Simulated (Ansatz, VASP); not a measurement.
**Ag: VASP beside Ansatz**

```xyz
1
Lattice="-1.6126 1.5319 1.6126 1.6126 -1.5319 1.6126 1.6126 1.5319 -1.6126" Properties=species:S:1:pos:R:3 pbc="T T T"
Ag    0.0000    0.0000    0.0000
```

Change from the starting cell: strain -0.0500 x Voigt [0, 1, 0, 0, 0, 0], atoms carried along.

Alike in both runs: task single point; functional PBEsol; k mesh 26 × 26 × 26; occupations gaussian, width 0.15 eV; no spin polarisation.

|  | VASP | Ansatz |
| --- | --- | --- |
| version | VASP 6.6.1 | Ansatz 0.2.0 |
| potentials or method | VASP PAW PBE potentials, release 64 (Ag) | scalar-relativistic, plane waves, PAW |
| plane-wave cutoff (eV) | 520 | 420 |
| valence electrons in the cell | 11 | 19 |

```tsv
	VASP	Ansatz	Ansatz less VASP
gap on the k mesh at the Fermi level (eV)	none	none	-
pressure (GPa)	6.5	6.8	+0.31
largest component of the traceless stress (GPa)	0.25	0.25	-0.002
```

A gap of «none» marks a metal or a gap that the smearing closes. The two sets of potentials don't hold the same shells in valence.

Caveats: the PAW data sets were made with another functional, which shifts forces and pressure a little (VASP).
